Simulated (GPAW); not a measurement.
# GaAs (F-43m) in GPAW: a series of runs

The runs below take GaAs through single point, with LDA, PBE.

All numbers are computed with GPAW 26.7.0; they aren't measurements. Logs are shortened: lines on timing, memory, paths and dates and some standing lists are left out, and cuts for length are marked. The log counts tension as positive stress, the text compression.

**Measured values to compare with.**

From “Evidence of valence band perturbations in GaAsN/GaAs(001): A combined variable-angle spectroscopic ellipsometry and modulated photoreflectance investigation”, 2008, arxiv:0805.2212, for a bulk crystal of GaAs at 300 K: band gap 1.418 ± 0.005 eV (direct).

The runs below are set against these values where they give the same quantity.

## Step 1: Starting point

It takes space group F-43m (No. 216, cubic). The conventional cell has a = 5.654 Å, b = 5.654 Å, c = 5.654 Å, α = 90.00°, β = 90.00°, γ = 90.00°. Around As (site symmetry -43m) lie 4 Ga at 2.45 Å. Ga (site symmetry -43m) is surrounded by 4 As at 2.45 Å.

## Step 2: Single point, LDA

run.py reads:

```python
from ase import Atoms
from ase.dft.bandgap import bandgap
from ase.io import write
from ase.units import GPa
from gpaw import GPAW, PW

atoms = Atoms(['As', 'Ga'],
              cell=[[0.0, 2.82685, 2.82685],
                    [2.82685, 0.0, 2.82685],
                    [2.82685, 2.82685, 0.0]],
              scaled_positions=[[0.75, 0.75, 0.75],
                                [0.0, 0.0, 0.0]],
              pbc=True)

calc = GPAW(mode=PW(450),
            xc='LDA',
            kpts={'size': (7, 7, 7), 'gamma': True},
            occupations={'name': 'fermi-dirac', 'width': 0.05},
            nbands=11,
            maxiter=120,
            txt='gpaw.txt')
atoms.calc = calc
energy = atoms.get_potential_energy()
forces = atoms.get_forces()
stress = atoms.get_stress()
calc.write('gs.gpw')
write('result.traj', atoms)
print(f'Energy: {energy:.6f} eV')
print('Forces (eV/A):')
print(forces.round(4))
print('Stress (GPa):', (stress / GPa).round(3))
print('Fermi level:', round(calc.get_fermi_level(), 4), 'eV')
print(f'Gap: {bandgap(calc)[0]:.4f} eV, direct: {bandgap(calc, direct=True)[0]:.4f} eV')
```

Potentials or basis: the program's PAW data sets (release 1.2.1) made for this functional, pw.

The run is started by

```
$ OMP_NUM_THREADS=1 python run.py
```

gpaw.txt:

```text
__  _  _
 | _ |_)|_||  |
 |__||  | ||/\| - 26.7.0

Input parameters:
  mode=PW(ecut=450.00000000000006),
  kpts=MonkhorstPack(size=(7, 7, 7), gamma=True),
  maxiter=120,
  nbands=11,
  occupations=Occupations(name='fermi-dirac', width=0.05),
  xc=XC(name='LDA')

Diagonalizing LCAO Hamiltonian
Converting LCAO to pw mode

                    As

       Ga

Atoms  # Å, Bohr magnetons
|   | symbol |        x |        y |        z |    initial magnetic moments |
|---|--------|----------|----------|----------|-----------------------------|
| 0 |     As | 4.240275 | 4.240275 | 4.240275 | ( 0.0000,  0.0000,  0.0000) |
| 1 |     Ga | 0.000000 | 0.000000 | 0.000000 | ( 0.0000,  0.0000,  0.0000) |

Unit cell  # Å
| periodic |        x |        y |        z |  lengths |    angles |
|----------|----------|----------|----------|----------|-----------|
|      yes | 0.000000 | 2.826850 | 2.826850 | 3.997770 | 60.000000 |
|      yes | 2.826850 | 0.000000 | 2.826850 | 3.997770 | 60.000000 |
|      yes | 2.826850 | 2.826850 | 0.000000 | 3.997770 | 60.000000 |

Number of symmetries: 24
Symmetry operations  # r_c * U_cc + t_c -> r_c
|    | kind |            matrix            |
|----|------|------------------------------|
|  0 |  E   |  1, 0, 0,  0, 1, 0,  0, 0, 1 |
|  1 |  σ   |  1, 0, 0,  0, 0, 1,  0, 1, 0 |
|  2 |  σ   |  1, 0,-1,  0, 1,-1,  0, 0,-1 |
|  3 |  C3  |  1, 0,-1,  0, 0,-1,  0, 1,-1 |
|  4 |  C3  |  1,-1, 0,  0,-1, 1,  0,-1, 0 |
|  5 |  σ   |  1,-1, 0,  0,-1, 0,  0,-1, 1 |
|  6 |  σ   |  0, 1, 0,  1, 0, 0,  0, 0, 1 |
|  7 |  C3  |  0, 1, 0,  0, 0, 1,  1, 0, 0 |
|  8 |  C2  |  0, 1,-1,  1, 0,-1,  0, 0,-1 |
|  9 |  S4  |  0, 1,-1,  0, 0,-1,  1, 0,-1 |
| 10 |  C3  |  0, 0, 1,  1, 0, 0,  0, 1, 0 |
| 11 |  σ   |  0, 0, 1,  0, 1, 0,  1, 0, 0 |
| 12 |  S4  |  0, 0,-1,  1, 0,-1,  0, 1,-1 |
| 13 |  C3  |  0, 0,-1,  0, 1,-1,  1, 0,-1 |
| 14 |  S4  |  0,-1, 1,  1,-1, 0,  0,-1, 0 |
| 15 |  C2  |  0,-1, 1,  0,-1, 0,  1,-1, 0 |
| 16 |  C3  |  0,-1, 0,  1,-1, 0,  0,-1, 1 |
| 17 |  S4  |  0,-1, 0,  0,-1, 1,  1,-1, 0 |
| 18 |  S4  | -1, 1, 0, -1, 0, 1, -1, 0, 0 |
| 19 |  C3  | -1, 1, 0, -1, 0, 0, -1, 0, 1 |
| 20 |  C3  | -1, 0, 1, -1, 1, 0, -1, 0, 0 |
| 21 |  S4  | -1, 0, 1, -1, 0, 0, -1, 1, 0 |
| 22 |  σ   | -1, 0, 0, -1, 1, 0, -1, 0, 1 |
| 23 |  C2  | -1, 0, 0, -1, 0, 1, -1, 1, 0 |

BZ-sampling:
  Number of BZ points: 343
  Number of IBZ points: 20

  Monkhorst-Pack size: [7, 7, 7]
  Monkhorst-Pack shift: [0, 0, 0]

K-points  # in reciprocal-cell coordinates
|     |                                coordinates |     weight |
|-----|--------------------------------------------|------------|
|   0 | (  0.00000000,   0.00000000,   0.00000000) | 0.00291545 |
|   1 | (  0.14285714,   0.14285714,   0.00000000) | 0.01749271 |
|   2 | (  0.14285714,   0.14285714,   0.14285714) | 0.02332362 |
|   3 | (  0.28571429,   0.14285714,   0.14285714) | 0.03498542 |
|   4 | (  0.28571429,   0.28571429,   0.00000000) | 0.01749271 |
|   5 | (  0.28571429,   0.28571429,   0.14285714) | 0.06997085 |
|   6 | (  0.28571429,   0.28571429,   0.28571429) | 0.02332362 |
|   7 | (  0.42857143,  -0.28571429,  -0.28571429) | 0.03498542 |
|   8 | (  0.42857143,   0.28571429,  -0.42857143) | 0.13994169 |
|   9 | (  0.42857143,   0.28571429,  -0.28571429) | 0.06997085 |
| ... |                                            |            |
|  19 | (  0.42857143,   0.42857143,   0.42857143) | 0.02332362 |

Plane wave coefficients: 990
Cutoff: 450.00000000000006 eV

Spin-components: 1 (collinear spins)
Bands:           11
Projectors:      10
Spin-degeneracy: 2
Datatype:        complex128

Parallelization:
  kpt:    1
  domain: 1
  band:   1

Density:
  Valence electrons: 8.0
  Components: 1
  Grid points: [20 20 20]
  Charge: 0.0  # |e|

Potential:
  Grid points: [20 20 20]

species:
  As:
    name:    Arsenic
    Z:       33.0
    valence: 5
    core:    28
    charge:  0.0  # [|e|]
    compensation charges:
      type: gauss
      rc: 0.33  # [Å]
      lmax: 2
    cutoffs:
      filter: 1.87  # [Å]
      core: 2.96  # [Å]
    projectors
    | kind |    occ | energy [eV] | rcut [Å] |
    |------|--------|-------------|----------|
    |   4s |  2.000 |     -14.691 |    1.058 |
    |   4p |  3.000 |      -5.342 |    1.058 |
    |    s |        |      12.520 |    1.058 |
    |    p |        |      21.869 |    1.058 |
    |    d |        |       0.000 |    1.058 |

    Using partial waves for As as LCAO basis

  Ga:
    name:    Gallium
    Z:       31.0
    valence: 3
    core:    28
    charge:  0.0  # [|e|]
    compensation charges:
      type: gauss
      rc: 0.37  # [Å]
      lmax: 2
    cutoffs:
      filter: 2.06  # [Å]
      core: 4.17  # [Å]
    projectors
    | kind |    occ | energy [eV] | rcut [Å] |
    |------|--------|-------------|----------|
    |   4s |  2.000 |      -9.167 |    1.164 |
    |   4p |  1.000 |      -2.734 |    1.164 |
    |    s |        |      18.045 |    1.164 |
    |    p |        |      24.478 |    1.164 |
    |    d |        |       0.000 |    1.164 |

    Using partial waves for Ga as LCAO basis

Reference energy: -114227.963927  # eV

eigensolver:
  PPCG
  Converge bands: occupied
  niter=2

density mixing:
  MSR1-Mixer
  Pratt-step length: 0.05
  Maximum mixing coefficient: 0.75
  Old densities: 10
  SVD Regularization: 0.005
  Good broyden scale: 1.0
  Trust region scale: 1.0
  Backstep threshold: 4.0
  History deletion threshold: 6.0
  Fourier metric: weight=20.0, sigma=0.015

occupation numbers:
  Fermi-Dirac:
    width: 0.0500  # eV

poisson solver:
  ecut: 3600.0000000000005  # eV

xc functional:
  name: None

convergence criteria:
- Maximum [total energy] change in last 3 cyles: 0.0005 eV / valence electron
- Maximum integral of absolute [dens]ity change: 0.0001 electrons / valence electron
- Maximum integral of absolute [eigenst]ate change: 4e-08 eV^2 / valence electron
maximum number of iterations: 120

SCF iterations
|iter     | |      energy | eigst |  dens |
|---------|-|-------------|-------|-------|
|iter:   1| |   -9.741659 | -0.65 |       |
|iter:   2| |   -9.719465 | -3.03 | -0.90 |
|iter:   3| |   -9.604858 | -2.32 | -0.93 |
|iter:   4| |   -9.602770 | -3.82 | -1.55 |
|iter:   5| |   -9.602599c| -4.97 | -2.11 |
|iter:   6| |   -9.602595c| -6.06 | -2.88 |
|iter:   7| |   -9.602595c| -7.76c| -3.62 |
|iter:   8| |   -9.602595c| -7.95c| -4.08c|

Converged in 8 steps
Energy contributions relative to reference atoms: (reference = -114227.963927)

Energy contributions:
  Kinetic:          26.352632
  Coulomb:         -23.520685
  Zero:              0.020433
  External:          0.000000
  Xc:              -12.454914
  Entropy:          -0.000125
  Spinorbit:         0.000000
  ----------------------------
  Free energy:      -9.602657
  Extrapolated:     -9.602595

dipole moment: (-11.033568, -11.033568, -11.033568)  # |e|*Ang

Fermi level: 4.823
Eigenvalues  # (at kpt = [0.000, 0.000, 0.000])
| band index |      eig [eV] | occ [0-2] |
|------------|---------------|-----------|
|          0 |        -8.140 |     2.000 |
|          1 |         4.613 |     1.970 |
|          2 |         4.613 |     1.970 |
|          3 |         4.613 |     1.970 |
|          4 |         4.975 |     0.091 |
|          5 |         8.336 |     0.000 |
|          6 |         8.336 |     0.000 |
|          7 |         8.336 |     0.000 |
|          8 |        12.022 |     0.000 |
|          9 |        14.770 |     0.000 |
|         10 |        14.771 |     0.000 |

Gap: 0.361 eV
Transition (v -> c):
  (s=0, k=0, n=3, [0.00, 0.00, 0.00]) -> (s=0, k=0, n=4, [0.00, 0.00, 0.00])
No difference between direct/indirect transitions

Forces  # eV/Ang
|        x |        y |        z |
|----------|----------|----------|
| -0.00000 | -0.00000 | -0.00000 |  # As   0
|  0.00000 |  0.00000 | -0.00000 |  # Ga   1

Stress tensor  # eV/Ang^3
|        x |        y |        z |
|----------|----------|----------|
| 0.005474 | 0.000000 | 0.000000 |
| 0.000000 | 0.005474 | 0.000000 |
| 0.000000 | 0.000000 | 0.005474 |

# Writing to gs.gpw (mode='')
```

Run time: 4.1 s. Hardware: 1 thread of Intel Xeon at 2.60GHz (Ice Lake), shared host; peak memory 0.13 GiB.

What came out:

```yaml
Free_energy: -9.6027 eV
Pressure: -0.9 GPa
Band_gap_on_the_k_mesh: 0.36 eV, direct
```

Levels at points of the mesh, in eV from the valence-band top:
| k point | band 2 | band 3 | band 4 | band 5 | band 6 | band 7 |
| --- | --- | --- | --- | --- | --- | --- |
| (0.00, 0.00, 0.00) | 0.00 | 0.00 | 0.00 | 0.36 | 3.72 | 3.72 |

Caveat: the cutoff is short for stress and forces, so pressures can be off by a GPa or more.

## Step 3: Single point, PBE (strain = -0.04)

run.py reads:

```python
from ase.dft.bandgap import bandgap
from ase.io import read, write
from ase.units import GPa
from gpaw import GPAW, PW

atoms = read('GaAs.xyz')

calc = GPAW(mode=PW(600),
            xc='PBE',
            kpts={'size': (8, 8, 8), 'gamma': True},
            occupations={'name': 'fermi-dirac', 'width': 0.05},
            nbands=11,
            convergence={'density': 1e-05, 'energy': 1e-05},
            maxiter=150,
            txt='gpaw.txt')
atoms.calc = calc
energy = atoms.get_potential_energy()
forces = atoms.get_forces()
stress = atoms.get_stress()
calc.write('gs.gpw')
write('result.traj', atoms)
print(f'Energy: {energy:.6f} eV')
print('Forces (eV/A):')
print(forces.round(4))
print('Stress (GPa):', (stress / GPa).round(3))
print('Fermi level:', round(calc.get_fermi_level(), 4), 'eV')
print(f'Gap: {bandgap(calc)[0]:.4f} eV, direct: {bandgap(calc, direct=True)[0]:.4f} eV')
```

GaAs.xyz reads:

```xyz
2
Lattice="0.0000000000 2.8268500000 2.8268500000 2.7137760000 0.0000000000 2.8268500000 2.7137760000 2.8268500000 0.0000000000" Properties=species:S:1:pos:R:3 pbc="T T T"
As     4.0706640000      4.2402750000      4.2402750000
Ga     0.0000000000      0.0000000000      0.0000000000
```

Potentials or basis: GPAW PAW data sets (gpaw-data 1.2.1), pw.

The run is started by

```
$ OMP_NUM_THREADS=1 python run.py
```

Wall time 11 s (1 thread of Intel Xeon 6975P-C (Granite Rapids), shared host); peak memory 0.17 GiB.

It converged, with:

```yaml
Free_energy: -8.1522 eV
Pressure: 8.0 GPa
Band_gap_on_the_k_mesh: 0.74 eV, direct
```

Stress tensor (GPa, compression positive):
```
9.39 0.00 0.00
0.00 7.28 0.00
0.00 0.00 7.28
```

Levels at points of the mesh, in eV from the valence-band top:
```csv
k point,band 1,band 2,band 3,band 4,band 5,band 6,band 7
"(0.00, 0.00, 0.00)",-13.14,-0.23,-0.23,0.00,0.74,3.57,3.68
"(0.00, 0.50, 0.50)",-10.52,-6.96,-3.14,-3.14,1.07,1.24,10.40
"(0.50, 0.50, 0.00)",-10.68,-7.21,-2.87,-2.85,1.34,1.64,10.17
"(0.50, 0.50, 0.50)",-11.40,-6.98,-1.52,-1.18,0.99,4.39,4.72
```

Caveat: the density grid can change from cell to cell, which puts small steps into energies and stress. A k mesh can miss the band edges.

## Step 4: Comparison with measurements

Step 2. Measured gap of GaAs: 1.418 eV (direct; 300 K; “Evidence of valence band perturbations in GaAsN/GaAs(001): A combined variable-angle spectroscopic ellipsometry and modulated photoreflectance investigation”, 2008, arxiv:0805.2212). This calculation gives 0.36 eV (-1.06 eV). So large a miss can be the level of theory's own, or it may mean another phase, state or a wrong row. 3 values of this kind are on record (1.412 to 1.51 eV); this one was drawn at random among those near their median, those with a stated uncertainty first. Spin-orbit coupling on As, Ga is left out. The value is that of LDA, without temperature or zero-point motion. Semilocal functionals fall short of measured gaps as a rule.
